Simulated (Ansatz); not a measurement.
Crystal: Si2W.

```
W Si
1.0
     4.61685    0.00000    0.00000
    -2.30843    3.99831    0.00000
     0.00000    0.00000    6.65322
W Si
3 6
Cartesian
  2.3084 0.0000 3.3266
  1.1542 1.9992 5.5444
  -1.1542 1.9992 1.1089
  1.1332 0.6542 1.1089
  3.4837 0.6542 5.5444
  0.0000 1.3085 3.3266
  1.1753 3.3441 1.1089
  -1.1753 3.3441 5.5444
  2.3084 2.6899 3.3266
```

Measurements of this composition are mostly on another form, of space group No. 139.

Base run:

```yaml
Program: Ansatz 0.2.0
Functional: PBEsol
Potentials_or_basis: Ansatz PAW
Cutoff: 420 eV
Density_cutoff: 1680 eV
k_mesh: 7 × 7 × 4
Occupations: fermi-dirac, width 0.05 eV
Spin: no spin polarisation
```

Its results: pressure -5.6 GPa; largest force 0.035 eV/Å.

Question: The run is repeated on the same cell with these changes: functional from PBEsol to LDA. What comes out?

Answer: Pressure -9.2 GPa; largest force 0.056 eV/Å.

LDA binds more tightly than PBEsol, so the same cell stands under less pressure.

Caveats: the PAW data sets come from PBE, with cores solved anew for the run's functional, which leaves a small shift of forces and pressure.

Not every run made on this cell is shown here.
